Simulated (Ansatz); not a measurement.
CdO (Monteponite):

```xyz
2
Lattice="0.0000 2.3495 2.3495 2.3495 0.0000 2.3495 2.3495 2.3495 0.0000" Properties=species:S:1:pos:R:3 pbc="T T T"
Cd    0.0000    0.0000    0.0000
O     2.3495    2.3495    2.3495
```

```yaml
Program: Ansatz 0.2.0
Task: relaxation of cell and atoms
Functional: PBEsol
Dispersion: D4
Potentials_or_basis: Ansatz PAW
Cutoff: "420 eV (not typed: the program's choice for these potentials)"
k_mesh: 10 × 10 × 10
Occupations: fermi-dirac, width 0.05 eV
Spin: no spin polarisation
```

At the start: volume 12.97 Å³/atom.

Q: How do energy, volume and symmetry change on relaxing?

A: It ends after 6 steps and the volume is 12.71 Å³/atom (-2.0 %); space group Fm-3m (No. 225, to 0.05 Å).

Step by step:
```
step  energy change (eV)  largest force (eV/Å)  volume (Å³)
   1              0.0000                0.0000        25.94
   2             -0.0065                0.0000        25.31
   3             -0.0064                0.0000        25.44
   4             -0.0048                0.0000        25.44
   5             -0.0049                0.0000        25.42
   6             -0.0047                0.0000        25.42
```

Final structure:
```yaml
crystal:
  lattice:
    - [0.00000, 2.33367, 2.33367]
    - [2.33367, 0.00000, 2.33367]
    - [2.33367, 2.33367, 0.00000]
  atoms:
    - { symbol: Cd, position: [0.00000, 0.00000, 0.00000] }
    - { symbol: O, position: [0.50000, 0.50000, 0.50000] }
```

Caveat: the plane-wave basis is chosen anew once the cell has moved, so the energies of steps on either side of that aren't comparable; the pressure holds a Pulay correction of +0.5 GPa for the finite cutoff; the PAW data sets come from PBE, with cores solved anew for the run's functional, which leaves a small shift of forces and pressure.
